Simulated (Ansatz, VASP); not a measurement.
## Two plane-wave programs on Mn

```
CELL_PARAMETERS angstrom
0.00000 2.45950 2.45950
2.45950 0.00000 2.45950
2.45950 2.45950 0.00000
ATOMIC_POSITIONS crystal
Mn 0.50000 0.50000 0.50000
Mn 0.75000 0.75000 0.75000
```

Alike in both runs: task relaxation of cell and atoms; functional PBEsol; k mesh 20 × 20 × 20; occupations gaussian, width 0.1 eV; no spin polarisation.

|  | VASP | Ansatz |
| --- | --- | --- |
| version | VASP 6.6.1 | Ansatz 0.2.0 |
| potentials or method | VASP PAW PBE potentials, release 64 (Mn_pv) | scalar-relativistic, plane waves, PAW |
| plane-wave cutoff (eV) | 600 | 420 |
| valence electrons in the cell | 26 | 30 |

Ansatz gave:

```
gap on the k mesh at the Fermi level, each at its own relaxed structure (eV) : none
relaxed volume (Å³/atom)                                                     : 14.55
relaxed cell length with the largest relative difference (Å)                 : 3.452
energy change over the relaxation (meV/atom)                                 : -4
```

Problem. Which values does VASP return?

Solution. gap on the k mesh at the Fermi level, each at its own relaxed structure (eV): none; relaxed volume (Å³/atom): 14.60; relaxed cell length with the largest relative difference (Å): 3.456; energy change over the relaxation (meV/atom): -3.

A gap of «none» marks a metal or a gap that the smearing closes. The two sets of potentials don't hold the same shells in valence.

Caveats: the PAW data sets were made with another functional, which shifts forces and pressure a little (VASP); the run has no spin polarisation, though such a crystal can be magnetic. Spin polarisation is off, so any magnetic state and its effect on volume and gap are missing.
